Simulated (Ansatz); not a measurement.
## Compressing Al2Au: a fit and a missing row

Al2Au, Fm-3m, a = 6.061 Å. The structure is a COD entry; whether it is the stable form wasn't checked. Ansatz: PBE, PAW, 420 eV, Γ-centred 12×12×12 mesh on 3 atoms, Gaussian smearing 0.10 eV; no spin polarisation. Symmetry fixes shape and atoms, so the cell is only scaled; pressure is positive in compression.

| V (Å³/atom) | P (GPa) |
| --- | --- |
| 16.326 | ? |
| 16.883 | 12.39 |
| 17.439 | 7.53 |
| 17.996 | 3.44 |
| 18.553 | 0.01 |
| 19.109 | -2.87 |
| 19.666 | -5.28 |
| 20.408 | -7.88 |

Task: Take V0 = 18.553 Å³/atom, count pressures from its P0 = 0.01 GPa, fit the third-order Birch–Murnaghan form to the other rows, and predict the missing pressure.

Result: With the Eulerian strain f = ½[(V0/V)^(2/3) − 1] and y = (P − P0)/[3f(1 + 2f)^(5/2)], the form is the line y = B0 + 1.5 B0 (B0′ − 4) f. Rows (f, y): 0.03245, 108.7; 0.02107, 107.3; 0.01026, 105.9; -0.00975, 103.4; -0.01905, 102.0; -0.03078, 100.2. Means f = 0.0007000, y = 104.58; Σ(Δf)² = 0.003005, ΣΔfΔy = 0.4000; the slope is their ratio. y = 104.5 + 133.1 f GPa, so B0 = 104.5 GPa and B0′ = 4 + 2 × (133.1)/(3 × 104.5) = 4.85. At V = 16.326, f = 0.04449, y = 110.42 and P = 18.25 GPa. The run gave 18.16 GPa, so the fit is 0.09 GPa too high, a small miss on the scale of the series.

Spin–orbit coupling is left out, which can shift energies with elements as heavy as these.

Cost: 8 runs of about 0.72 core-minutes in all, on Intel Xeon Platinum 8375C (Ice Lake) (shared hosts).